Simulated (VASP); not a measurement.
# C: relaxed cell and band gap, by functional

C, P6_3/mmc (no. 194), 4 atoms in the cell.

| Functional | Volume (Å³/atom) | Change from the starting volume (fraction) | Gap, path and mesh (eV) | Time (s) |
|---|---|---|---|---|
| XC = PS RP, XC_C = 1 0 | 9.16 | 0.042 | 0.00 | 117 |
| XC = PS RP, XC_C = 0.75 0.25 | 9.86 | 0.121 | 0.00 | 176 |
| XC = PS RP, XC_C = 0.5 0.5 | 10.84 | 0.232 | 0.00 | 247 |
| XC = PS RP, XC_C = 0.25 0.75 | 11.73 | 0.334 | 0.00 | 289 |
| XC = PS RP, XC_C = 0 1 | 12.09 | 0.375 | 0.00 | 250 |

Limits: A zero gap at this level doesn't show that the crystal is a metal; rows 2, 3, 4, 5: the cell opens along one direction, as layers do when no dispersion term holds them together.

## Input of the first row

INCAR.step1:
```
PREC = Accurate ; ENCUT = 600
EDIFF = 1E-7 ; ISMEAR = 0
SIGMA = 0.02 ; LREAL = False
LASPH = True ; GGA_COMPAT = False
ALGO = Normal ; NELM = 150
ISIF = 3 ; LWAVE = False
LCHARG = False ; XC = PS RP
XC_C = 1 0 ; IBRION = 2
EDIFFG = -0.005 ; NSW = 60
KPAR = 2
```

INCAR.step2, as INCAR.step1 but for:
```
- NSW = 60
+ NSW = 40
```

INCAR.step3, as INCAR.step2 but for:
```
- ISIF = 3
- IBRION = 2
- EDIFFG = -0.005
- NSW = 40
+ ISIF = 2
+ NBANDS = 16
```

KPOINTS:
```
k-points
0
Gamma
  9 9 3
```

KPOINTS_OPT:
```
path GMKGALHA,LM,KH
8
line-mode
reciprocal
 0.0000000000  0.0000000000  0.0000000000  G
 0.5000000000  0.0000000000  0.0000000000  M

 0.5000000000  0.0000000000  0.0000000000  M
 0.3333333333  0.3333333333  0.0000000000  K

 0.3333333333  0.3333333333  0.0000000000  K
 0.0000000000  0.0000000000  0.0000000000  G

 0.0000000000  0.0000000000  0.0000000000  G
 0.0000000000  0.0000000000  0.5000000000  A

 0.0000000000  0.0000000000  0.5000000000  A
 0.5000000000  0.0000000000  0.5000000000  L

 0.5000000000  0.0000000000  0.5000000000  L
 0.3333333333  0.3333333333  0.5000000000  H

 0.3333333333  0.3333333333  0.5000000000  H
 0.0000000000  0.0000000000  0.5000000000  A

 0.5000000000  0.0000000000  0.5000000000  L
 0.5000000000  0.0000000000  0.0000000000  M

 0.3333333333  0.3333333333  0.0000000000  K
 0.3333333333  0.3333333333  0.5000000000  H
```

POSCAR.step1:
```
C
1.0
    2.4610000000      0.0000000000      0.0000000000
   -1.2305000000      2.1312885187      0.0000000000
    0.0000000000      0.0000000000      6.7080000000
C
4
Direct
    0.0000000000      0.0000000000      0.2500000000
    0.0000000000      0.0000000000      0.7500000000
    0.3333333333      0.6666666667      0.2500000000
    0.6666666667      0.3333333333      0.7500000000
```

Commands (each step's output is kept before the next begins):
```
cat potpaw_PBE.64/C/POTCAR > POTCAR
cp INCAR.step1 INCAR
cp POSCAR.step1 POSCAR
mpirun -np 2 vasp_std > vasp.out
cp CONTCAR POSCAR
rm WAVECAR CHG
cp INCAR.step2 INCAR
mpirun -np 2 vasp_std > vasp.out
cp CONTCAR POSCAR
rm WAVECAR CHG
cp INCAR.step3 INCAR
mpirun -np 2 vasp_std > vasp.out
```

Changes of the last row against the first:
```
(all steps)
- XC_C = 1 0
+ XC_C = 0 1
```

VASP 6.6.1 took 117 s on 2 cores (Intel Xeon Platinum 8259CL @ 2.50GHz (Skylake/Cascade Lake)), a shared host.
